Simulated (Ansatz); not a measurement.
# BN (F-43m), tetragonal deformation path

The calculation used Ansatz, DFT LDA, scalar-relativistic, plane waves, PAW. The runs took a 420 eV cutoff, a Γ-centred 12×12×12 mesh and Gaussian smearing (0.05 eV). No spin polarisation. Energies are free energies at this smearing, counted from the undisturbed cell; pressure is positive in compression.

The starting cell (as given, not relaxed at this level; it stands at -14.2 GPa):

```
B N
1.0
     0.00000    1.81300    1.81300
     1.81300    0.00000    1.81300
     1.81300    1.81300    0.00000
B N
1 1
Cartesian
  0.0000 0.0000 0.0000
  2.7195 2.7195 2.7195
```

At fixed volume and fractional coordinates, lengths along (0.000, 0.000, 1.000) are scaled against those across it; ρ is that ratio over its starting value. At -14 GPa the given cell is far from its own equilibrium, so these figures belong to a strongly strained crystal.

```
    ρ  ΔE (meV/atom) pressure (GPa) gap on the mesh (eV)
0.650          962.8           -19.7                  0.00
0.707          661.5           -18.0                  0.64
0.780          368.9           -16.0                  1.16
0.850          171.0           -14.9                  1.97
0.920           48.5           -14.3                  2.98
0.960           12.1           -14.2                  3.65
1.000            0.0           -14.2                  4.35
1.050           18.7           -14.2                  3.91
1.100           74.7           -14.2                  3.49
1.200          293.2           -13.8                  2.68
1.300          643.0           -12.5                  1.83
1.414         1182.1            -9.6                  0.79
1.500         1672.5            -6.3                  0.00
```

Where the gap reads zero the k-mesh, chosen for the insulator, is on the coarse side.